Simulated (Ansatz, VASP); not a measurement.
# SnSe: VASP beside Ansatz

The input INCAR:

```
PREC = Accurate
ENCUT = 520
EDIFF = 1E-6
ISMEAR = 0
SIGMA = 0.05
LREAL = F
LASPH = T
NELM = 100
ALGO = Normal
ISIF = 2
LWAVE = F
LCHARG = T
LELF = T
LVHAR = T
NBANDS = 17
```

The input KPOINTS:

```
Automatic mesh
0
Gamma
  8 8 8
```

The input POSCAR:

```
SnSe
1.0
    0.0000000000      3.0100000000      3.0100000000
    3.0100000000      0.0000000000      3.0100000000
    3.0100000000      3.0100000000      0.0000000000
Sn Se
1 1
Direct
    0.0000000000      0.0000000000      0.0000000000
    0.4563953488      0.4563953488      0.5436046512
```

Input for Ansatz:

```yaml
crystal:
  lattice:
    - [0.0, 3.01, 3.01]
    - [3.01, 0.0, 3.01]
    - [3.01, 3.01, 0.0]
  atoms:
    - { symbol: Sn, position: [0.0, 0.0, 0.0] }
    - { symbol: Se, position: [0.4563953488, 0.4563953488, 0.5436046512] }
basis:
  ecutwfc: 420
kpoints:
  mp_grid: { grid: [8, 8, 8] }
hamiltonian:
  xc: lda
scf:
  occupations: { method: gaussian, width: 0.05 }
output:
  forces: true
  stress: true
  eigenvalues: true
```

Change from the starting cell: all Se atoms moved +0.263 Å, as atom 2 towards its neighbour atom 1 (Sn) at 3.010 Å.

Alike in both runs: task single point; functional LDA; k mesh 8 × 8 × 8; occupations gaussian, width 0.05 eV; no spin polarisation.

|  | VASP | Ansatz |
| --- | --- | --- |
| version | VASP 6.6.1 | Ansatz 0.2.0 |
| potentials or method | VASP PAW LDA potentials, release 64 (Sn_d, Se) | scalar-relativistic, plane waves, PAW |
| plane-wave cutoff (eV) | 520 | 420 |
| valence electrons in the cell | 20 | 30 |

```csv
,VASP,Ansatz,Ansatz less VASP
gap on the k mesh at the Fermi level (eV),0.88,0.88,+0.002
least direct gap on the mesh (eV),0.90,0.91,+0.008
pressure (GPa),-2.2,-2.3,-0.10
largest component of the traceless stress (GPa),1.36,1.34,-0.019
rms of the force components (eV/Å),0.110,0.103,-0.0077
```

Atom by atom the forces differ by 0.008 eV/Å (rms over components). The two sets of potentials don't hold the same shells in valence.

Caveats: spin-orbit coupling is left out, which moves the levels of the heavy elements. A k mesh can miss the band edges.
